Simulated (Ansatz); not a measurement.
**NbN: zone-centre modes at 6 GPa**

Level of theory: DFT PBEsol, scalar-relativistic, plane waves, PAW (Ansatz 0.2.0). Cutoff 420 eV, 16×16×16 k-points (Γ-centred), Fermi-Dirac smearing of 0.15 eV. No spin polarisation. Phonons by linear response, acoustic sum rule imposed.

The cell, relaxed at 6 GPa:
```
Nb N
1.0
     0.00000    2.17821    2.17821
     2.17821    0.00000    2.17821
     2.17821    2.17821    0.00000
Nb N
1 1
Direct
  0.50000 0.50000 0.50000
  0.00000 0.00000 0.00000
```

In a metal, frequencies and elastic constants depend on the k mesh and the smearing, soft modes and shear constants most.

Optical modes at Γ; i marks an imaginary frequency:
```csv
frequency (cm⁻¹),degeneracy
428,3
```

All 3 optical modes at Γ are real: no displacement of atoms at fixed cell lowers the energy to second order. Strains and modes at other wave vectors aren't tested by this run.

Cost: 1 run of about 0.21 core-minutes, on AMD EPYC 9R45 (Zen 5) (shared hosts).